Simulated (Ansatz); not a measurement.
**SnO2 under changes of volume**

One of the cells (14.496 Å³/atom); the others are scaled copies at fixed shape and fractional positions:

```xyz
3
Lattice="1.6171 0.9336 4.8006 -1.6171 0.9336 4.8006 0.0000 -1.8673 4.8006" Properties=species:S:1:pos:R:3 pbc="T T T"
Sn    0.0000    0.0000    7.2009
O     0.0000    0.0000   10.9861
O     0.0000    0.0000    3.4157
```

Measurements of this composition are mostly on another form, of space group No. 136.

```yaml
Program: Ansatz 0.2.0
Functional: PBE
Potentials_or_basis: Ansatz PAW
Cutoff: "420 eV (not typed: the program's choice for these potentials)"
k_mesh: 10 × 10 × 10
Occupations: fermi-dirac, width 0.05 eV
Spin: no spin polarisation
```

| volume (Å³/atom) | energy over the lowest point (meV/atom) | pressure (GPa) | gap on the mesh (eV) | largest force (eV/Å) |
| --- | --- | --- | --- | --- |
| 13.626 | ? | ? | ? | ? |
| 13.916 | 8.94 | 5.7 | 2.21 | 0.317 |
| 14.206 | 1.61 | 2.4 | 2.07 | 0.082 |
| 14.496 | 0.00 | -0.6 | 1.94 | 0.133 |
| 14.785 | 3.43 | -3.2 | 1.82 | 0.329 |
| 15.075 | 11.39 | -5.5 | 1.70 | 0.509 |
| 15.365 | 23.35 | -7.6 | 1.59 | 0.674 |

What does the run at 13.626 Å³/atom give?

Energy over the lowest point 22.63 meV/atom; pressure 9.5 GPa; gap on the mesh 2.36 eV; largest force 0.575 eV/Å.

Worked out: A Birch-Murnaghan fit of order 3 (a polynomial in V^(-2/3)) to the other rows has its minimum at 14.44 Å³/atom with B0 = V·E''(V) = 143 GPa and B' = 4.9 at fixed shape and positions, which overstates the stiffness. It gives 22.70 meV/atom at 13.626 Å³/atom, against the run's 22.63, and -dE/dV = 9.5 GPa, against 9.5. A straight line through the other rows of the gap, of slope -6.25 eV per unit of ln V, extrapolates to 2.33 eV, against the run's 2.36.

Energies are extrapolated to zero smearing.

Caveats: spin-orbit coupling is left out, which moves the levels of the heavy elements.

A mesh can miss the band edges.
